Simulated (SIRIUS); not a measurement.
Ni under changes of volume

One of the cells (10.492 Å³/atom); the others are scaled copies at fixed shape and fractional positions:

```
CELL_PARAMETERS angstrom
0.00000 1.73757 1.73757
1.73757 0.00000 1.73757
1.73757 1.73757 0.00000
ATOMIC_POSITIONS crystal
Ni 0.00000 0.00000 0.00000
```

```yaml
Program: SIRIUS 7.12.0
Functional: PBEsol
Potentials_or_basis: PseudoDojo 0.4.1 PBEsol standard (scalar relativistic)
Cutoff: 1333 eV
Density_cutoff: 5334 eV
k_mesh: 13 × 13 × 13
Occupations: fermi-dirac, width 0.05 eV
Spin: collinear spin, ferromagnetic start
Starting_moments: "[1.0] μB"
```

```tsv
volume (Å³/atom)	energy over the lowest point (meV/atom)	pressure (GPa)
9.862	19.54	13.3
10.072	6.13	7.5
10.282	0.00	2.2
10.492	0.33	-2.4
10.702	6.41	-6.6
10.912	?	?
11.122	33.29	-13.5
```

Problem. What does the run at 10.912 Å³/atom give?

Solution. Energy over the lowest point 17.58 meV/atom; pressure -10.2 GPa.

Worked out: A Birch-Murnaghan fit of order 3 (a polynomial in V^(-2/3)) to the other rows has its minimum at 10.37 Å³/atom with B0 = V·E''(V) = 231 GPa and B' = 4.9. It gives 17.58 meV/atom at 10.912 Å³/atom, against the run's 17.58, and -dE/dV = -10.3 GPa, against -10.2.

Energies are extrapolated to zero smearing.
